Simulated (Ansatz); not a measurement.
NaScSe2 (I-III-VI2 or I-V-VI2 ordering, started on the rocksalt lattice) (I4_1/amd), computed twice by G0W0.

The structure was built from a prototype and need not be the compound's stable phase.

```yaml
crystal:
  lattice:
    - [-2.80893, 2.80893, 5.80672]
    - [2.80893, -2.80893, 5.80672]
    - [2.80893, 2.80893, -5.80672]
  atoms:
    - { symbol: Na, position: [0.75000, 0.25000, 0.50000] }
    - { symbol: Se, position: [0.48049, 0.98049, 0.50000] }
    - { symbol: Na, position: [0.00000, 0.00000, 0.00000] }
    - { symbol: Se, position: [0.73049, 0.73049, 0.00000] }
    - { symbol: Sc, position: [0.25000, 0.75000, 0.50000] }
    - { symbol: Se, position: [0.01951, 0.51951, 0.50000] }
    - { symbol: Sc, position: [0.50000, 0.50000, 0.00000] }
    - { symbol: Se, position: [0.26951, 0.26951, 0.00000] }
```

The structure was relaxed with PBE. The runs that relaxed it are not among those shown. PAW set soft_2, made with PBE.

The first (Ansatz 0.2.0; start PBE, 4×4×4 mesh, 547 empty bands, screening to 120 eV; 4 threads of Arm Neoverse V1, shared host) gave, on its mesh: starting gap 1.14 eV, G0W0 gap 2.52 eV, RPA ε∞ (mean) 7.88, 17 min.

**Question.** The second changes empty bands from 547 to 138 and screening cutoff (eV) from 120.0 to 48. What does it give?

It gave: starting gap 1.14 eV, G0W0 gap 2.36 eV, RPA ε∞ (mean) 8.03, 1.9 min. The G0W0 gap moves by −0.17 eV, +0.00 eV from the start and −0.17 eV from the correction. Σc changes by +0.51 eV at the valence top and +0.35 eV at the conduction bottom, and Σx − Vxc between them by +0.00 eV.

Limits: not at the basis limit; no spin-orbit coupling.

[Paths, hosts, dates, memory and timing lines, banners, echoed tables and standing remarks are left out of the program output.]

[Logs are printed without paths, hosts, clocks, repeated set-up lines and the standing remarks that a program may print on its own settings, such as how far it seeks lower states.]

[Runs of the session that timed out or met a known fault of the program may be left out.]

[Cells called generated may have been cut or substituted from an entry of the Crystallography Open Database or the Materials Project.]

[Hosts, paths, dates, database ids (printed as entryN), source tags and the programs' standing remarks are cut or masked in the printed files.]
